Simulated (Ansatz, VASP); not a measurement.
# LiH in VASP and in Ansatz

```
CELL_PARAMETERS angstrom
0.00000 2.06355 2.06355
2.06355 0.00000 2.06355
2.06355 2.06355 0.00000
ATOMIC_POSITIONS crystal
Li 0.00000 0.00000 0.00000
H 0.50000 0.50000 0.50000
```

Alike in both runs: task single point; functional PBE exchange alone; k mesh 11 × 11 × 11; no spin polarisation.

|  | VASP | Ansatz |
| --- | --- | --- |
| version | VASP 6.6.1 | Ansatz 0.2.0 |
| potentials or method | VASP PAW PBE potentials, release 64 (Li_sv, H) | Ansatz PAW earlier set |
| plane-wave cutoff (eV) | 520 | 800 |
| occupations | gaussian, width 0.01 eV | fixed |
| valence electrons in the cell | 4 | 4 |

VASP gave:

| Quantity | Value |
| --- | --- |
| gap on the k mesh at the Fermi level (eV) | 3.71 |
| least direct gap on the mesh (eV) | 3.71 |

Which values does Ansatz return?

gap on the k mesh at the Fermi level (eV): 3.72; least direct gap on the mesh (eV): 3.72.

Caveats: an odd mesh through Γ misses points on the zone boundary, where band edges often lie (VASP); odd divisions of the mesh miss points on the zone boundary, where band edges often lie, so the gap on the mesh can be too wide (Ansatz).
